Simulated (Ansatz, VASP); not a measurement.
# Al3GaN4 in VASP and in Ansatz

```xyz
8
Lattice="4.4156 0.0000 0.0000 0.0000 4.4156 0.0000 0.0000 0.0000 4.4156" Properties=species:S:1:pos:R:3 pbc="T T T"
Al    2.2078    2.2078    0.0000
Al    2.2078    0.0000    2.2078
Al    0.0000    2.2078    2.2078
Ga    0.0000    0.0000    0.0000
N     3.2873    3.2873    1.1283
N     3.2873    1.1283    3.2873
N     1.1283    3.2873    3.2873
N     1.1283    1.1283    1.1283
```

Alike in both runs: functional r2SCAN; k mesh 6 × 6 × 6; occupations gaussian, width 0.02 eV; no spin polarisation.

Ansatz relaxed the structure, and its values are those at the end. VASP's run is a single point on that final structure, the one shown.

|  | VASP | Ansatz |
| --- | --- | --- |
| version | VASP 6.6.1 | Ansatz 0.2.0 |
| potentials or method | VASP PAW PBE potentials, release 64 (Al, Ga_d, N) | scalar-relativistic, plane waves, PAW |
| plane-wave cutoff (eV) | 520 | 500 |
| valence electrons in the cell | 42 | 42 |

Ansatz gave:

```
gap on the k mesh at the Fermi level (eV) : 4.00
least direct gap on the mesh (eV)         : 4.00
pressure (GPa)                            : -2.0
rms of the force components (eV/Å)        : 0.001
```

Question: Which values does VASP return?

Answer: gap on the k mesh at the Fermi level (eV): 3.99; least direct gap on the mesh (eV): 3.99; pressure (GPa): -2.0; rms of the force components (eV/Å): 0.031.

With one functional, cell and mesh, what is left measures potentials, basis and numerics.

Caveats: the PAW data sets were made with another functional, which shifts forces and pressure a little (VASP). A k mesh can miss the band edges. r2SCAN opens gaps a little over a GGA but as a rule still falls short of measured ones.
